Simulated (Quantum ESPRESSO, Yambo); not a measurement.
Planning a run of Quantum ESPRESSO 7.5 on SiC (Moissanite). The input:

```
&control
  calculation = 'nscf'
  prefix = 'x'
  outdir = 'o'
  pseudo_dir = 'pseudo'
/
&system
  ibrav = 0
  nat = 12
  ntyp = 2
  ecutwfc = 74.0
  nbnd = 189
  force_symmorphic = .true.
/
&electrons
  conv_thr = 1e-9
  electron_maxstep = 80
  diago_full_acc = .true.
  diago_thr_init = 5e-6
/
ATOMIC_SPECIES
  Si 28.085 Si.upf
  C 12.011 C.upf
CELL_PARAMETERS angstrom
  3.0810000000 -0.0000000000 0.0000000000
  -1.5405000000 2.6682242691 0.0000000000
  0.0000000000 0.0000000000 15.1248000000
ATOMIC_POSITIONS crystal
  Si 0.0000000000 0.0000000000 0.0000000000
  Si 0.0000000000 0.0000000000 0.5000000000
  Si 0.3333333333 0.6666666667 0.1664000000
  Si 0.6666666667 0.3333333333 0.6664000000
  Si 0.6666666667 0.3333333333 0.3329000000
  Si 0.3333333333 0.6666666667 0.8329000000
  C 0.3333333333 0.6666666667 0.0412000000
  C 0.6666666667 0.3333333333 0.5412000000
  C 0.6666666667 0.3333333333 0.2080000000
  C 0.3333333333 0.6666666667 0.7080000000
  C 0.0000000000 0.0000000000 0.3746000000
  C 0.0000000000 0.0000000000 0.8746000000
K_POINTS automatic
  6 6 1 0 0 0
```

```sh
OMP_NUM_THREADS=1 mpirun -n 4 pw.x -nk 4 -in pw.in > pw.out
```

**Question.** How long will it take on 4 MPI ranks of Intel Xeon 6975P-C (Granite Rapids), shared host, and how much memory?

It took 30 s; on shared hardware allow 15 s to 61 s. Peak host memory was 0.9 GiB.

[Paths, hosts, dates, memory and timing lines, banners, echoed tables and standing remarks are left out of the program output.]

[Logs are printed without paths, hosts, clocks, repeated set-up lines and the standing remarks that a program may print on its own settings, such as how far it seeks lower states.]

[Runs of the session that timed out or met a known fault of the program may be left out.]

[Hosts, paths, dates, database ids (printed as entryN), source tags and the programs' standing remarks are cut or masked in the printed files.]
